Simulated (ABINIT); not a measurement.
The system is BP.

```
P B
1.0
     0.00000    2.26900    2.26900
     2.26900    0.00000    2.26900
     2.26900    2.26900    0.00000
P B
1 1
Direct
  0.75000 0.75000 0.75000
  0.00000 0.00000 0.00000
```

Base run:

```yaml
Program: ABINIT 10.8.3 (patched build)
Functional: BLYP
Potentials_or_basis: JTH PAW PBE v2.0
Cutoff: 544 eV
k_mesh: 10 × 10 × 10
Occupations: fermi-dirac, width 0.05 eV
Spin: no spin polarisation
```

Its results: band gap on the k mesh 1.53 eV, indirect (least direct gap 3.57 eV); pressure 6.0 GPa.

Question: After a change of settings the same cell gave: band gap on the k mesh 1.52 eV, indirect (least direct gap 3.58 eV); pressure 7.1 GPa. Which change was it?
A. functional from BLYP to AM05
B. functional from BLYP to OLYP
C. potentials or basis from JTH PAW PBE v2.0 to PseudoDojo NC SR PBE v0.4.1 standard; cutoff from 544 eV to 1034 eV
D. functional from BLYP to rPW86PBE

Answer: C.

Caveats: the PAW data sets were made with another functional, which shifts forces and pressure a little (some runs); the potentials were made for another functional, which shifts forces and pressure (some runs).

Runs at the PBE level aren't shown here.
